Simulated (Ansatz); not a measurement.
ScAl3:

```
Sc Al
1.0
     4.08781    0.00000    0.00000
     0.00000    4.08781    0.00000
     0.00000    0.00000    4.08781
Sc Al
1 3
Direct
  0.00000 0.00000 0.00000
  0.50000 0.50000 0.00000
  0.00000 0.50000 0.50000
  0.50000 0.00000 0.50000
```

The cell is a database's computed one.

| Property | Result |
| --- | --- |
| Program | Ansatz 0.2.0 |
| Task | single point |
| Functional | PBEsol |
| Potentials or basis | all-electron LAPW, scalar-relativistic |
| Cutoff | 180 eV (chosen from the basis error) |
| Basis error allowed | 0.001 eV/atom |
| k mesh | 7 × 7 × 7 |
| Occupations | fermi-dirac, width 0.05 eV |
| Spin | no spin polarisation |

On this cell: pressure -1.1 GPa; largest force zero by symmetry; band gap on the k mesh none (metal or under the smearing width).

The same run follows on a disturbed copy (atoms moved at random, drawn with an rms of 0.05 Å):

```xyz
4
Lattice="4.0878 0.0000 0.0000 0.0000 4.0878 0.0000 0.0000 0.0000 4.0878" Properties=species:S:1:pos:R:3 pbc="T T T"
Sc    0.0176   -0.0019   -0.0270
Al    2.0342    2.0390    0.0484
Al   -0.0522    2.0484    2.0403
Al    2.0446    0.0326    2.0513
```

Problem. What does the disturbed cell give?

Solution. The energy (extrapolated to zero smearing) moves by +5.5 meV/atom; pressure -1.0 GPa; largest force 0.410 eV/Å; band gap on the k mesh none (metal or under the smearing width).

Forces on the atoms (eV/Å):
```
Sc  -0.254  0.046  0.318
Al   0.037  0.086 -0.246
Al   0.245  0.025  0.000
Al  -0.029 -0.156 -0.073
```

Stress tensor (GPa, compression positive):
```
-0.98  0.07  0.08
 0.07 -1.02 -0.06
 0.08 -0.06 -1.00
```
